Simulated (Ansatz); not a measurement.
# GaP (F-43m): cell relaxations under several functionals, by script

The task is cell relaxations under several functionals, for GaP (F-43m).

Computed with the Python package of Ansatz 0.2.0. The levels of theory stand in the script.

## (1) The structure

The structure is cubic, space group F-43m (No. 216). The conventional cell has a = 5.451 Å, b = 5.451 Å, c = 5.451 Å, α = 90.00°, β = 90.00°, γ = 90.00°. Ga (site symmetry -43m) has 4 P at 2.36 Å as nearest neighbours. Around P (site symmetry -43m) lie 4 Ga at 2.36 Å.

No structure file is read: the coordinates are typed or built in the script.

## (2) The script

lattice_gap.py

```python
"""Relaxed cell of GaP under several functionals."""

import warnings

import ansatz as az
import numpy as np
from pymatgen.core import Lattice, Structure
from pymatgen.io.ase import AseAtomsAdaptor

def edges_and_angles(cell):
    cell = np.asarray(cell)
    a, b, c = np.linalg.norm(cell, axis=1)
    cosines = cell[1] @ cell[2] / (b * c), cell[0] @ cell[2] / (a * c), cell[0] @ cell[1] / (a * b)
    return (a, b, c, *np.degrees(np.arccos(cosines)))


def main() -> None:
    warnings.simplefilter("ignore", az.DeckWarning)

    pmg_structure = Structure(
        Lattice([(0.0, 2.72525, 2.72525), (2.72525, 0.0, 2.72525), (2.72525, 2.72525, 0.0)]),
        ["Ga", "P"],
        [
            (0.0, 0.0, 0.0),
            (0.25, 0.25, 0.25),
        ],
    )
    cell = az.Crystal.from_ase(AseAtomsAdaptor.get_atoms(pmg_structure))

    job = (
        cell.calculation()
        .kpoints(6, 6, 6)
        .occupations("Fixed")
        .relax(cell=True)
    )

    levels = [("r2scan", "d4"), ("lda", "none"), ("r2scan", "none")]
    print("level            a       b       c    alpha   beta  gamma  V/atom  steps")
    for name, dispersion in levels:
        seen = []
        run = job.functional(name, dispersion=dispersion).session().plan()
        outcome = run.execute(on_event=lambda e: seen.append(e) if e["event"] == "relax_step" else None)
        cell = outcome.lattice.cell_ang
        label = name if dispersion == "none" else f"{name}+{dispersion}"
        print("{:13s} {:7.4f} {:7.4f} {:7.4f} {:6.2f} {:6.2f} {:6.2f}".format(label, *edges_and_angles(cell)), f"{abs(np.linalg.det(cell)) / len(outcome.lattice.sites):7.3f} {len(seen):5d}")


if __name__ == "__main__":
    main()
```

## (3) The input behind the calls

The package turns the script's settings into the engine's input (first run):

```yaml
crystal:
  lattice:
    - [0.0, 2.72525, 2.72525]
    - [2.72525, 0.0, 2.72525]
    - [2.72525, 2.72525, 0.0]
  atoms:
    - { symbol: Ga, position: [0.0, 0.0, 0.0] }
    - { symbol: P, position: [0.25, 0.25, 0.25] }
kpoints:
  mp_grid:
    grid: [6, 6, 6]
hamiltonian:
  xc: r2scan
  dispersion: d4
scf:
  occupations:
    method: fixed
relax:
  cell: {}
```

## (4) Launch

Run with:

```console
$ python lattice_gap.py
```

Output:

```text
level            a       b       c    alpha   beta  gamma  V/atom  steps
r2scan+d4      3.8401  3.8401  3.8401  60.00  60.00  60.00  20.021     4
lda            3.8126  3.8126  3.8126  60.00  60.00  60.00  19.594     5
r2scan         3.8548  3.8548  3.8548  60.00  60.00  60.00  20.252     3
```

Wall time 21 s (1 thread of Arm Neoverse V1, shared host); peak memory 0.56 GiB.

## (5) What changed from run to run

The engine's inputs for the other runs:

Run 2, against run 1:

```diff
@@ -13,2 +13,2 @@
-  xc: r2scan
-  dispersion: d4
+  xc: lda
+  dispersion: none
```

Run 3, against run 1:

```diff
@@ -14 +14 @@
-  dispersion: d4
+  dispersion: none
```

Lines on the test bed's own set-up are left out of the output.

## (6) The engine's runs

From the records of these 3 runs:

```csv
run,functional,dispersion,energy (eV/atom),final volume (Å³/atom),pressure (GPa),gap on the mesh (eV),SCF cycles in all,CPU time (s)
1,r2scan,d4,-2275.3818,20.02,0.00,1.88,20,8.9
2,lda,none,-2216.8750,19.59,-0.01,1.43,24,4
3,r2scan,none,-2275.2354,20.25,0.02,1.91,15,6.4
```

Totals hang on method, basis and potentials, so only like runs compare.

## (7) How the relaxation of run 1 went

Step by step:

```
step  E - E(step 1) (eV/cell)  largest force component (eV/Å)  pressure (GPa)  volume (Å³)
   1                   0.0000                          0.0000           -0.96        40.48
   2                  -0.0013                          0.0000           -0.25        40.16
   3                  -0.0014                          0.0000            0.00        40.04
   4                  -0.0013                          0.0000            0.00        40.04
```

Step 1 is the start. Step 4 repeats the geometry before it on a plane-wave basis chosen anew for that cell, so its energy need not be comparable with the rows above.

Lengths and angles in the start's conventional setting:

|  | before | after | change |
| --- | --- | --- | --- |
| a (Å) | 5.450 | 5.431 | -0.4 % |
| b (Å) | 5.450 | 5.431 | -0.4 % |
| c (Å) | 5.450 | 5.431 | -0.4 % |
| volume (Å³/atom) | 20.24 | 20.02 | -1.1 % |
| shortest distance (Å) | 2.360 | 2.352 | -0.4 % |
| space group (0.01 Å) | F-43m | F-43m | same |

The run keeps the 24 symmetry operations of the start, so it could not have lowered the symmetry.

## (8) How the relaxation of run 3 went

The steps of the relaxation:

| step | energy from step 1 (eV/cell) | largest force component (eV/Å) | pressure (GPa) | volume (Å³) |
| --- | --- | --- | --- | --- |
| 1 | 0.0000 | 0.0000 | 0.07 | 40.48 |
| 2 | 0.0000 | 0.0000 | 0.02 | 40.50 |
| 3 | 0.0000 | 0.0000 | 0.02 | 40.50 |

Step 1 is the start. Step 3 repeats the geometry before it on a plane-wave basis chosen anew for that cell, so its energy need not be comparable with the rows above.

Lengths and angles in the start's conventional setting:

|  | before | after | change |
| --- | --- | --- | --- |
| a (Å) | 5.450 | 5.452 | 0.0 % |
| b (Å) | 5.450 | 5.452 | 0.0 % |
| c (Å) | 5.450 | 5.452 | 0.0 % |
| volume (Å³/atom) | 20.24 | 20.25 | +0.1 % |
| shortest distance (Å) | 2.360 | 2.361 | 0.0 % |
| space group (0.01 Å) | F-43m | F-43m | same |

Forces and stress were held to the start's 24 operations: a distortion of lower symmetry was not tested.

## (9) Results

```
       quantity                                  value
  runs compared                                      3
 relaxed volume  19.59 (lda) to 20.25 Å³/atom (r2scan)
gap on the mesh        1.43 (run 2) to 1.91 eV (run 3)
```

In words: From smallest to largest: LDA (19.59 Å³ an atom, -3.2 % against the start), r2SCAN+D4 (20.02 Å³ an atom, -1.1 % against the start) and r2SCAN (20.25 Å³ an atom, +0.1 % against the start). The spread is 3.4 % in volume. In run 1, the volume shrank by 1.1 % over 2 moves, and the space group stayed F-43m. In run 3, over 1 move the cell grew by 0.1 % in volume, and the space group stayed F-43m. Caveats:
- Forces vanish by symmetry, so the ions can't move, and the end may be a saddle.
- Edges and angles that the script prints are those of the cell as typed, here a primitive one.
